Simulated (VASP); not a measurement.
Crystal: Si.

```xyz
6
Lattice="4.9630 0.0000 0.0000 0.0000 4.9630 0.0000 0.0000 0.0000 4.9630" Properties=species:S:1:pos:R:3 pbc="T T T"
Si    1.2408    2.4815    0.0000
Si    3.7223    2.4815    0.0000
Si    0.0000    1.2408    2.4815
Si    0.0000    3.7223    2.4815
Si    2.4815    0.0000    1.2408
Si    2.4815    0.0000    3.7223
```

The cell was built by a generator and needn't be a form met in nature.

The cell isn't the ideal one: random cell by space group and Wyckoff sites (Pm-3n, No. 223).

- Program: VASP 6.6.1
- Task: relaxation of cell and atoms
- Functional: PBE
- Potentials or basis: VASP PAW PBE potentials, release 64 (Si)
- Cutoff: 600 eV
- k mesh: 4 × 4 × 4
- Occupations: gaussian, width 0.1 eV
- Spin: no spin polarisation

At the start: pressure -9.4 GPa; volume 20.37 Å³/atom.

Problem. Where does the relaxation end?

Solution. Over 3 steps the energy falls by 124.6 meV/atom and the volume is 16.78 Å³/atom (-17.6 %); space group Pm-3n (No. 223, to 0.05 Å).

Step by step:
```tsv
step	energy change (eV)	largest force (eV/Å)	pressure (GPa)	volume (Å³)
1	0.0000	0.0000	-9.41	122.25
2	-0.7428	0.0000	-1.14	102.28
3	-0.7478	0.0000	0.14	100.71
```

Final structure:
```
CELL_PARAMETERS angstrom
4.65254 0.00000 0.00000
0.00000 4.65254 0.00000
0.00000 0.00000 4.65254
ATOMIC_POSITIONS crystal
Si 0.25000 0.50000 0.00000
Si 0.75000 0.50000 0.00000
Si 0.00000 0.25000 0.50000
Si 0.00000 0.75000 0.50000
Si 0.50000 0.00000 0.25000
Si 0.50000 0.00000 0.75000
```

Caveat: the volume moved by over 15 % at a fixed basis, so the end points are rough.
